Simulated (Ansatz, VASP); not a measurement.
## MgI2 in VASP and in Ansatz

```
Mg I
1.0
     4.22178    0.00000    0.00000
    -2.11089    3.65617    0.00000
     0.00000    0.00000    7.85120
Mg I
1 2
Direct
  0.00000 0.00000 0.00000
  0.33333 0.66667 0.21227
  0.66667 0.33333 0.78773
```

Alike in both runs: functional PBE; k mesh 4 × 4 × 3; no spin polarisation.

Ansatz relaxed the structure, and its values are those at the end. VASP's run is a single point on that final structure, the one shown.

```csv
,VASP,Ansatz
version,VASP 6.6.1,Ansatz 0.2.0
potentials or method,"VASP PAW PBE potentials, release 64 (Mg, I)","plane waves, PAW"
plane-wave cutoff (eV),520,420
occupations,"gaussian, width 0.01 eV",fixed
valence electrons in the cell,16,44
```

```tsv
	VASP	Ansatz	Ansatz less VASP
pressure (GPa)	-0.1	0.0	+0.05
rms of the force components (eV/Å)	0.005	0.000	-0.0048
```

The two sets of potentials don't hold the same shells in valence.

Caveats: the k mesh is coarse (spacing up to 0.43 Å⁻¹), so the values aren't converged; this functional lacks dispersion, which binds the layers, so the pressure and a relaxed spacing across them are unreliable. A k mesh can miss the band edges.
